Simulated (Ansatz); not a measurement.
# MoS2: a line through a two-coordinate scan, part 2 of 2

Aim: follow the energy of MoS2 (R-3m, No. 166; 9 atoms in the cell) along one coordinate, opening across the cut, with the other held at slide along a1 + a2 (5.429 Å) = 0.583.

Ansatz 0.2.0; DFT PBE+D3(BJ), scalar-relativistic, plane waves, PAW. Earlier steps stand in the parts before.

## 8. Grid point (0.583, 2.0 Å)

The COD entry's cell or inner coordinates are ideal or old and differ from later refinements, so a difference from it is no clean test against experiment.

Contents of input.yaml:

```yaml
crystal:
  lattice:
    - [-1.5671157456, -2.7143240927, 0.0]
    - [1.5671157456, -2.7143240927, 0.0]
    - [0.0, -3.1667114415, 19.8649660373]
  atoms:
    - { symbol: Mo, position: [0.5628216952, 0.5628216952, 0.7494485226] }
    - { symbol: Mo, position: [0.2458906777, 0.2458906777, 0.1499016954] }
    - { symbol: Mo, position: [0.4043561864, 0.4043561864, 0.449675109] }
    - { symbol: S, position: [0.6906306045, 0.6906306045, 0.5303475351] }
    - { symbol: S, position: [-0.1509038867, -0.1509038867, 0.8301209487] }
    - { symbol: S, position: [0.5321650957, 0.5321650957, 0.2305741216] }
    - { symbol: S, position: [0.9596162596, 0.9596162596, 0.0692292693] }
    - { symbol: S, position: [0.1180817683, 0.1180817683, 0.3690026829] }
    - { symbol: S, position: [0.2765472771, 0.2765472771, 0.6687760964] }
basis:
  ecutwfc: 420
kpoints:
  mp_grid: { grid: [14, 14, 3] }
hamiltonian:
  xc: pbe
  pseudopotentials: { kind: paw, azcp: { folder: soft_1 } }
  dispersion: d3bj
scf:
  occupations: { method: gaussian, width: 0.15 }
output:
  forces: true
  stress: true
  eigenvalues: true
  write_density: true
  write_potential: true
  elf: true
  volumetric_format: npy
```

Started as:

```
> ansatz run input.yaml --threads 4 --pin off --max-ram 8192MiB --backend cpu --events-out ev --progress --plain --runs-dir out
```

The log of the run:

```text
Warning: RAYON_NUM_THREADS=4 ignored (pool sized by the plan → 4); use --threads N
Engine: ansatz 0.2.0, x86_64-unknown-linux-gnu
Pseudopotentials: kind: paw
Pseudopotential: Mo, paw, valence charge 14, recommended cutoff 420 eV (normal), <dir>
Pseudopotential: S, paw, valence charge 6, recommended cutoff 420 eV (normal), <dir>
Functional definition: PBE
  parameter kappa = 0.804
  parameter beta = 0.06672455060314922
  exchange = pbe_x(kappa = kappa, mu = beta*pi^2/3)
  correlation = pbe_c(beta = beta)
Crystal: 9 atoms, lattice volume = 168.998 Å³
Basis set: ecut = 420 eV, 3271 PW (Γ), exchange–correlation on 48×48×270 points (8 copies of the dense FFT grid, shifted against one another)
Bands: 48, of which v1, the nominal top of the filled ones, is band 39 counted from 1 (38 counted from 0)
Symmetry: 4 space group operations
Space group: C2/m (ITA 12), of the structure as read, at distance tolerance 5.5e-5 Å
k-points: 162 of 588
Non-local potential: Mo, projectors of the file, l = 0: 3, l = 1: 2, l = 2: 2, l = 3: 1
Non-local potential: S, projectors of the file, l = 0: 2, l = 1: 2, l = 2: 1
PAW form: soft (Blöchl's): semilocal exchange-correlation on the pseudo side does not see the compensation charge
PAW one-centre angular grid: Mo, 590 points (default); XC on 64 Gauss nodes
PAW one-centre angular grid: S, 110 points (default); XC on 64 Gauss nodes
Initial density: superposition of atomic densities (chi_scale 0.1, normalization cell, long waves kept (reshape's long-wave potential 0.16 eV rms))
Initial wavefunctions: pseudopotential atomic-orbital guess
Functional: x = pbe(κ = 0.804, μ = 0.2195149727645171), c = pbe(β = 0.06672455060314922)
SCF iter   1: F=—  HF=-20291.887534 eV  |F-HF|=—  |Δ(HF+E_count)|=         —  Δρ=5.73e-2  dr2=7.15e0  ethr=3.10e-3  ⟨swp⟩=8.5  Hψ=37909  notcnv=0
preconditioner: auto → LDOS  [metal: Δε(μ)=0.005 eV  Ē_g=7.853 eV  σ=0.150 eV  W_gap=0.02  n_scr=38 (ndim 8)  ℏωp=21.0 eV  f_vac=0.088  D(μ)=2.98/eV (n_scr^D=10)  β→1.0]
SCF iter   2: F=—  HF=-20291.425988 eV  |F-HF|=—  |Δ(HF+E_count)|=   4.62e-1  Δρ=4.58e-2  dr2=5.05e0  ethr=3.10e-3  ⟨swp⟩=3.9  Hψ=22018  notcnv=0  defer=311
SCF iter   3: F=—  HF=-20289.696669 eV  |F-HF|=—  |Δ(HF+E_count)|=    1.73e0  Δρ=4.23e-3  dr2=5.87e-2  ethr=3.10e-3  ⟨swp⟩=4.2  Hψ=21392  notcnv=0  defer=314
SCF iter   4: F=—  HF=-20289.682509 eV  |F-HF|=—  |Δ(HF+E_count)|=   1.42e-2  Δρ=2.10e-3  dr2=1.84e-2  ethr=7.52e-5  ⟨swp⟩=2.4  Hψ=12993  notcnv=0  defer=314
SCF iter   5: F=—  HF=-20289.680419 eV  |F-HF|=—  |Δ(HF+E_count)|=   2.09e-3  Δρ=3.49e-4  dr2=1.64e-4  ethr=2.36e-5  ⟨swp⟩=2.0  Hψ=9935  notcnv=0  defer=314
SCF iter   6: F=—  HF=-20289.680515 eV  |F-HF|=—  |Δ(HF+E_count)|=   9.63e-5  Δρ=1.03e-4  dr2=3.05e-5  ethr=2.10e-7  ⟨swp⟩=3.3  Hψ=16210  notcnv=0  defer=314
SCF iter   7: F=—  HF=-20289.680449 eV  |F-HF|=—  |Δ(HF+E_count)|=   6.62e-5  Δρ=2.17e-5  dr2=1.19e-6  ethr=3.91e-8  ⟨swp⟩=2.0  Hψ=10872  notcnv=0  defer=314
SCF iter   8: F=—  HF=-20289.680449 eV  |F-HF|=—  |Δ(HF+E_count)|=   4.73e-7  Δρ=1.01e-5  dr2=3.56e-7  ethr=1.28e-10  ⟨swp⟩=20.2  Hψ=74110  notcnv=0
SCF iter   9: F=-20289.680449 eV  HF=-20289.680449 eV  |F-HF|=1.38e-9  |Δ(HF+E_count)|=   1.36e-8  Δρ=2.19e-6  dr2=1.02e-8  ethr=1.28e-10  ⟨swp⟩=8.9  Hψ=60122  notcnv=0
SCF 1 converged in 9 iterations: F = -20289.680449 eV  dr2 = 1.02e-8
SCF converged after 9 iterations
Free energy (F): -20289.680449 eV
Harris-Foulkes:  -20289.680449 eV  (|F-HF|=1.38e-9)
Internal energy: -20289.652669 eV  (E = F + TS)
E sigma→0 (E₀):  -20289.666559 eV
Entropy (-TS):   -0.027780 eV (-3.087 meV/atom)
Fermi energy:    10.273026 eV
--- Per-component energies (eV) ---
  E_band       = -529.245527
  E_kinetic    = 1903.486547
  E_local      = -8617.555069  (includes V_loc(G=0)·N_el)
  E_nonlocal   = 651.820945
  E_hartree    = 3612.874463
  E_xc         = -1062.931785
  E_vxc        = -1156.776012  (∫ρ·V_xc dr)
  E_paw        = -13286.131660  (= ΣΔE_a)
  E_vpaw       = -535.963973  (= ΣTr[D̂ρ^β])
  E_aug_tail   = 0.000136  (compensation charges beyond the density's cutoff)
  E_ewald      = -3487.459885
  E_disp       = -3.756361  (pairwise vdW)
  E_smearing   = -0.027780  (= −TS)
  E_closure    = -0.000000  (closes the sum)
  Σ components = -20289.680449   (vs F -20289.680449, Δ=0.00e0)
--- Forces (eV/Å), atoms counted from 1 ---
  atom   1  Mo     0.00000000     0.00010102    -0.00615205
  atom   2  Mo     0.00000000    -0.00010102     0.00615205
  atom   3  Mo     0.00000000     0.00000000     0.00000000
  atom   4  S      0.00000000     0.00000566     0.00859679
  atom   5  S      0.00000000    -0.00015181     0.10802213
  atom   6  S      0.00000000    -0.00000014     0.03320245
  atom   7  S      0.00000000     0.00015181    -0.10802213
  atom   8  S      0.00000000    -0.00000566    -0.00859679
  atom   9  S      0.00000000     0.00000014    -0.03320245
  max |Σ_I F_I| component: 6.94e-18 eV/Å
--- Stress (GPa, compression-positive) ---
        0.090841       0.000000       0.000000
        0.000000       0.091322      -0.000074
        0.000000      -0.000074      -0.112589
  P = ⅓ Tr σ = 0.0232 GPa (0.232 kbar)
--- Band table (eV; the first three rows and the last of 162) ---
  k-point 0: bands = ["-51.4541", "-51.4541", "-51.4061", "-25.5397", "-25.5397", "-25.4994", "-25.3866", "-25.3866", "-25.3866", "-25.3866", "-25.3361", "-25.3361", "-4.9065", "-4.7516", "-4.5510", "-3.8157", "-3.5542", "-3.3160", "3.2240", "3.7052", "4.2326", "6.3845", "6.5588", "6.5588", "6.5627", "6.5628", "6.6022", "6.6022", "7.1222", "8.2249", "8.8534", "9.4464", "9.4464", "9.4469", "9.4470", "9.4895", "9.4895", "9.6606", "10.0341", "10.1659", "10.1662", "10.2331", "10.2337", "10.3113", "10.3116", "13.4773", "13.4779", "13.5471"]
  k-point 1: bands = ["-51.4541", "-51.4541", "-51.4061", "-25.5397", "-25.5397", "-25.4994", "-25.3866", "-25.3866", "-25.3866", "-25.3866", "-25.3361", "-25.3361", "-4.9057", "-4.7539", "-4.5488", "-3.8192", "-3.5494", "-3.3180", "3.2326", "3.6794", "4.2567", "6.3360", "6.5588", "6.5588", "6.5627", "6.5627", "6.6022", "6.6023", "7.2174", "8.1072", "8.9485", "9.4464", "9.4464", "9.4470", "9.4470", "9.4895", "9.4895", "9.6179", "10.0457", "10.1658", "10.1659", "10.2337", "10.2339", "10.3112", "10.3113", "13.4781", "13.4784", "13.5462"]
  k-point 2: bands = ["-51.4519", "-51.4519", "-51.4039", "-25.5355", "-25.5355", "-25.4951", "-25.4083", "-25.4083", "-25.3915", "-25.3915", "-25.3578", "-25.3410", "-4.8226", "-4.6690", "-4.4677", "-3.7780", "-3.5222", "-3.2910", "3.3296", "3.8020", "4.3340", "5.8694", "6.1706", "6.3219", "6.6057", "6.6112", "6.6516", "7.0476", "7.4465", "8.3428", "8.7895", "8.9363", "8.9615", "9.0974", "9.1245", "9.1414", "9.1913", "9.5683", "9.7543", "10.3789", "10.4599", "10.4644", "10.5187", "10.5965", "10.6226", "13.2197", "13.2750", "13.3722"]
  k-point 161: bands = ["-51.4085", "-51.4085", "-51.3605", "-25.8120", "-25.8120", "-25.7618", "-25.4853", "-25.4853", "-25.4526", "-25.4526", "-25.4349", "-25.4122", "-3.1197", "-3.0662", "-2.9958", "-2.3405", "-2.2662", "-2.1950", "3.0868", "3.1891", "3.2865", "4.6737", "4.6767", "4.8541", "5.1505", "5.4460", "5.6931", "6.2696", "6.3081", "6.3738", "7.4064", "7.4279", "7.5041", "7.9018", "8.0836", "8.2237", "8.6518", "8.7912", "8.9432", "11.6017", "11.6018", "11.6509", "12.1115", "12.2237", "12.3670", "13.4576", "13.7063", "13.9621"]
```

It took 20 s on 4 threads of AMD EPYC 7R43 (Zen 3), shared host; peak memory 1.1 GiB.

Axes a, b and c in the maps are those of this run's conventional cell (a, b, c = 5.429, 3.134, 19.993 Å).

Density in a lattice plane of the grid's cell (edges 5.43 and 19.99 Å, at 0.000 of the third edge), which holds Mo and S.

Values in e/Å³, 12 rows by 6 columns:
```
0.01 0.01 0.01 0.01 0.03 0.02
0.07 0.15 0.14 0.56 0.24 0.74
0.20 1.78 6.98 0.55 0.21 0.23
0.68 0.32 0.15 0.13 0.11 1.01
0.07 0.33 0.29 0.04 0.04 0.06
0.50 1.10 0.74 0.12 0.19 0.56
0.46 0.12 0.31 0.68 0.57 3.10
0.07 0.04 0.42 1.05 0.19 0.06
0.16 0.07 0.11 0.11 0.99 1.08
0.17 0.22 4.91 3.40 0.34 0.31
0.73 0.98 0.25 0.23 0.10 0.36
0.13 0.04 0.01 0.02 0.01 0.04
```
Columns run along the first of these edges and rows up along the second, over one cell in 6 and 12 even steps from the bottom left corner. Atoms in the plane (fractional): Mo at (0.31, 0.75), Mo at (0.40, 0.15), Mo at (0.85, 0.45), S at (0.22, 0.53), S at (0.68, 0.83), S at (0.76, 0.23), S at (0.03, 0.07), S at (0.49, 0.37), S at (0.95, 0.67).

ELF in the same plane.

Ten even steps from ' ' (0.00) to '@' (0.88):
```
            
      ..@@##
  ..  %%**@@
  ::--##**##
--++==::----
##----....%%
##==..  ..@@
------    --
==##@@..    
--##%%....::
**------::==
::  ##****--
..  @@==%%  
    ::==..==
==  ....@@##
::..::::%%%%
--..##%%::--
##%%::::..++
++@@  ..  ##
@@++      ++
```
Columns run along the first of these edges and rows up along the second, over one cell in 6 and 20 even steps from the bottom left corner. Atoms in the plane (fractional): Mo at (0.31, 0.75), Mo at (0.40, 0.15), Mo at (0.85, 0.45), S at (0.22, 0.53), S at (0.68, 0.83), S at (0.76, 0.23), S at (0.03, 0.07), S at (0.49, 0.37), S at (0.95, 0.67).

Both are smooth fields of the valence electrons: close to the nuclei they are not physical.

Maxima of ELF outside the ion cores: 0.95 beside S, off the lines to its neighbours, 1.0 Å from S; 0.94 in the shell around S, 0.8 Å from S; 0.86 on the S–Mo line, 0.8 Å from S.

On the map this point reads 433 mJ/m².

## 9. The run at (0.583, 3.2 Å)

Contents of input.yaml:

```yaml
crystal:
  lattice:
    - [-1.5671157456, -2.7143240927, 0.0]
    - [1.5671157456, -2.7143240927, 0.0]
    - [0.0, -3.1667114415, 21.0649660373]
  atoms:
    - { symbol: Mo, position: [0.5877262673, 0.5877262673, 0.7067549704] }
    - { symbol: Mo, position: [0.2508719905, 0.2508719905, 0.1413623019] }
    - { symbol: Mo, position: [0.4192991289, 0.4192991289, 0.4240586361] }
    - { symbol: S, position: [0.7082543345, 0.7082543345, 0.5001354265] }
    - { symbol: S, position: [-0.1233185271, -0.1233185271, 0.7828317607] }
    - { symbol: S, position: [0.5398271962, 0.5398271962, 0.2174390923] }
    - { symbol: S, position: [0.9619167849, 0.9619167849, 0.0652855116] }
    - { symbol: S, position: [0.1303439233, 0.1303439233, 0.3479818458] }
    - { symbol: S, position: [0.2987710617, 0.2987710617, 0.63067818] }
basis:
  ecutwfc: 420
kpoints:
  mp_grid: { grid: [14, 14, 3] }
hamiltonian:
  xc: pbe
  pseudopotentials: { kind: paw, azcp: { folder: soft_1 } }
  dispersion: d3bj
scf:
  occupations: { method: gaussian, width: 0.15 }
output:
  forces: true
  stress: true
  eigenvalues: true
```

Started as:

```
> ansatz run input.yaml --threads 4 --pin off --max-ram 8192MiB --backend cpu --events-out ev --progress --plain --runs-dir out
```

The log of the run, cut to the lines that bear on the results:

```text
[...]
SCF converged after 9 iterations
Free energy (F): -20289.623577 eV
[...]
E sigma→0 (E₀):  -20289.609717 eV
Entropy (-TS):   -0.027721 eV (-3.080 meV/atom)
Fermi energy:    9.396239 eV
[...]
--- Forces (eV/Å), atoms counted from 1 ---
  atom   1  Mo     0.00000000     0.00000217    -0.01838569
  atom   2  Mo    -0.00000000    -0.00000217     0.01838569
  atom   3  Mo     0.00000000     0.00000000     0.00000000
  atom   4  S      0.00000000    -0.00000029     0.00843189
  atom   5  S      0.00000000    -0.00002359     0.08152164
  atom   6  S      0.00000000    -0.00000045     0.03505719
  atom   7  S     -0.00000000     0.00002359    -0.08152164
  atom   8  S     -0.00000000     0.00000029    -0.00843189
[...]
--- Stress (GPa, compression-positive) ---
        0.128635      -0.000000      -0.000000
       -0.000000       0.128572       0.000099
       -0.000000       0.000099       0.096511
  P = ⅓ Tr σ = 0.1179 GPa (1.179 kbar)
--- Band table (eV; the first three rows and the last of 162) ---
[...]
```

It took 15 s on 4 threads of AMD EPYC 7R43 (Zen 3), shared host; peak memory 1.2 GiB.

Energy on the map's scale: 540 mJ/m².

## 10. Results

What follows sums up all 2 parts.

| opening across the cut (Å) | step | energy (mJ/m²) | slope (mJ/m² per Å) | pressure (GPa) | largest force on an atom (eV/Å) |
| --- | --- | --- | --- | --- | --- |
| −0.3 | 3 | 221 | −661 | 0.78 | 0.54 |
| 0.0 | 4 | 102 | −170 | 0.29 | 0.21 |
| 0.3 | 5 | 97 | 105 | 0.03 | 0.09 |
| 0.7 | – | 172 | 235 | −0.10 | 0.10 |
| 1.2 | 6 | 291 | 223 | −0.08 | 0.13 |
| 2.0 | 8 | 433 | 134 | 0.02 | 0.11 |
| 3.2 | 9 | 540 | 56 | 0.12 | 0.08 |

Energies count from the perfect crystal. Rows without a step come from runs not printed here or follow by symmetry. Slopes come from the forces (and the stress, where the cell changes), not from differences of energies.

```tsv
run	outcome
step 7, run with ecutwfc 250 eV (against step 6)	+212.7 meV/atom; the largest force goes from 0.13 to 0.17 eV/Å
```

**Reading.** Along the line the energy is lowest at 0.3 Å, 97 mJ/m² from the zero. A fit to energies and slopes at the lowest point and its two neighbours puts the minimum at 0.16 Å, with a curvature of about 890 mJ/m² per Å². The highest point computed, at 3.2 Å, lies 443 mJ/m² above the lowest. This is one cut through a surface in two coordinates; the map's lowest point lies off it.
